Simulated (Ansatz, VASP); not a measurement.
**Ga2H3: VASP beside Ansatz**

The input INCAR:

```
ALGO = Normal
EDIFF = 1E-6
EDIFFG = -0.04
ENCUT = 600
GGA = PE
IBRION = 2
ISIF = 3
ISMEAR = 0
LASPH = T
LCHARG = F
LREAL = F
LWAVE = F
NELM = 60
NSW = 90
PREC = Accurate
SIGMA = 0.1
```

KPOINTS

```
k-points
0
Gamma
  6 6 6
```

Contents of POSCAR:

```
Ga2H3
1.0
    3.6614830600      0.0000000000      0.0000000000
    0.0000000000      3.6614830600      0.0000000000
    0.0000000000      0.0000000000      3.6614830600
Ga H
2 3
Direct
    0.5000000000      0.5000000000      0.5000000000
    0.0000000000      0.0000000000      0.0000000000
    0.0000000000      0.5000000000      0.5000000000
    0.5000000000      0.0000000000      0.5000000000
    0.5000000000      0.5000000000      0.0000000000
```

Input for Ansatz:

```yaml
crystal:
  lattice:
    - [3.66148306, 0.0, 0.0]
    - [0.0, 3.66148306, 0.0]
    - [0.0, 0.0, 3.66148306]
  atoms:
    - { symbol: Ga, position: [0.5, 0.5, 0.5] }
    - { symbol: Ga, position: [0.0, 0.0, 0.0] }
    - { symbol: H, position: [0.0, 0.5, 0.5] }
    - { symbol: H, position: [0.5, 0.0, 0.5] }
    - { symbol: H, position: [0.5, 0.5, 0.0] }
basis:
  ecutwfc: 420
kpoints:
  mp_grid: { grid: [6, 6, 6] }
hamiltonian:
  xc: pbe
scf:
  occupations: { method: gaussian, width: 0.1 }
  lower_state_search: "off"
output:
  forces: true
  stress: true
  eigenvalues: true
relax:
  adjacent_minimum: "off"
  f_tol: 0.04
  max_steps: 70
  cell: { stress_tol: 0.4 }
```

Alike in both runs: task relaxation of cell and atoms; functional PBE; k mesh 6 × 6 × 6; occupations gaussian, width 0.1 eV; no spin polarisation.

|  | VASP | Ansatz |
| --- | --- | --- |
| version | VASP 6.6.1 | Ansatz 0.2.0 |
| potentials or method | VASP PAW PBE potentials, release 64 (Ga_d, H) | scalar-relativistic, plane waves, PAW |
| plane-wave cutoff (eV) | 600 | 420 |
| valence electrons in the cell | 29 | 29 |

```tsv
	VASP	Ansatz	Ansatz less VASP
gap on the k mesh at the Fermi level, each at its own relaxed structure (eV)	none	none	-
relaxed volume (Å³/atom)	11.14	11.18	+0.039
relaxed cell length with the largest relative difference (Å)	3.819	3.824	+0.0044
energy change over the relaxation (meV/atom)	-31	-31	+0.1
```

A gap of «none» marks a metal or a gap that the smearing closes.

Caveats: the bands computed are all filled at some k points, so no gap is given.
